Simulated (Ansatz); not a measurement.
Zr (fcc)

Level of theory: DFT, PBE, scalar-relativistic, no spin polarisation; plane waves to 420 eV with PAW datasets (Ansatz 0.2.0), Γ-centred 16×16×16 mesh, 0.05 eV Gaussian smearing; PAW files: Ansatz's generated set soft_2.

```
CELL_PARAMETERS angstrom
0.00000 2.26213 2.26213
2.26213 0.00000 2.26213
2.26213 2.26213 0.00000
ATOMIC_POSITIONS crystal
Zr 0.00000 0.00000 0.00000
```

At room temperature and ambient pressure Zr is hcp.

Cell and atoms are those of this level's equilibrium.

Path: Γ–X–U | K–Γ–L–W–X, with Γ = (0.000, 0.000, 0.000), X = (0.500, 0.000, 0.500), U = (0.625, 0.250, 0.625), K = (0.375, 0.375, 0.750), L = (0.500, 0.500, 0.500), W = (0.500, 0.250, 0.750) in reciprocal vectors of the calculation's cell.

Question: Is it a metal or an insulator, and if it has a gap, where are the band edges on this path?

Answer: A metal: bands cross the Fermi level.

Levels between -5 and 3 eV from the Fermi level at the path's named points:
| point | below E_F (eV) | above E_F (eV) |
| --- | --- | --- |
| Γ |  | 0.97 0.97 0.97 |
| X | -3.00 -2.20 |  |
| U and K | -2.11 -1.37 | 0.94 |
| L | -2.95 | 0.80 0.80 1.12 |
| W | -1.75 -0.40 -0.40 | 2.41 |
